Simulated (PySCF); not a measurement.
Screening by computed properties: pick the candidate that meets the target.

Each SMILES stands for a single optimised conformer of the isolated species, non-relativistic unless stated; the electronic structure was computed with PySCF and density fitting.

Dipoles, sizes and rotational constants follow the conformer. The torsions of the flexible species, by atom-mapped SMILES:
- `[F:1][CH2:2][C:3]1=[CH:4][CH2:5][CH+:6][CH:7]=[CH:8]1`: F1–C2–C3–C4 0°
- `[O:1]=[C:2]([OH:3])[CH2:4][C:5]([F:6])([F:7])[F:8]`: O1–C2–C4–C5 113°, C2–C4–C5–F6 -175°, H–O3–C2–O1 -2°
- `[CH2:1]=[CH:2][CH:3]=[CH2:4]`: C1–C2–C3–C4 180°

**Question.** Wanted: lowest triplet excitation (Tamm–Dancoff) above 4 eV (TDA CAM-B3LYP/def2-SVPD) and smallest rotational constant below 3 GHz (GFN2-xTB), at GFN2-xTB geometries. Which candidate meets both?
A. `C=C1CC1`
B. `C#CCC`
C. `C=CC=C`
D. `FCC1=CC[CH+]C=C1`
E. `O=C(CC(F)(F)F)O`

**Answer.** E. Computed values:
```
         species  lowest triplet excitation (Tamm–Dancoff)  smallest rotational constant
FCC1=CC[CH+]C=C1                                   2.19 eV                     1.117 GHz
          C=CC=C                                   3.27 eV                     4.077 GHz
         C=C1CC1                                   4.48 eV                     5.513 GHz
 O=C(CC(F)(F)F)O                                   5.32 eV                     1.304 GHz
           C#CCC                                   5.54 eV                     4.185 GHz
```

**Question.** Wanted: HOMO energy below -12 eV (CAM-B3LYP/def2-SVPD) and HOMO–LUMO gap below 9 eV (CAM-B3LYP/def2-SVPD), at GFN2-xTB geometries. Which candidate meets both?
A. `C#CCC`
B. `O=C(CC(F)(F)F)O`
C. `C=C1CC1`
D. `FCC1=CC[CH+]C=C1`
E. `C=CC=C`

**Answer.** D. Computed values:
```
         species  HOMO energy  HOMO–LUMO gap
FCC1=CC[CH+]C=C1    -14.18 eV        6.68 eV
 O=C(CC(F)(F)F)O    -10.34 eV       10.87 eV
           C#CCC     -9.10 eV       10.42 eV
         C=C1CC1     -8.84 eV       10.14 eV
          C=CC=C     -8.09 eV        8.36 eV
```
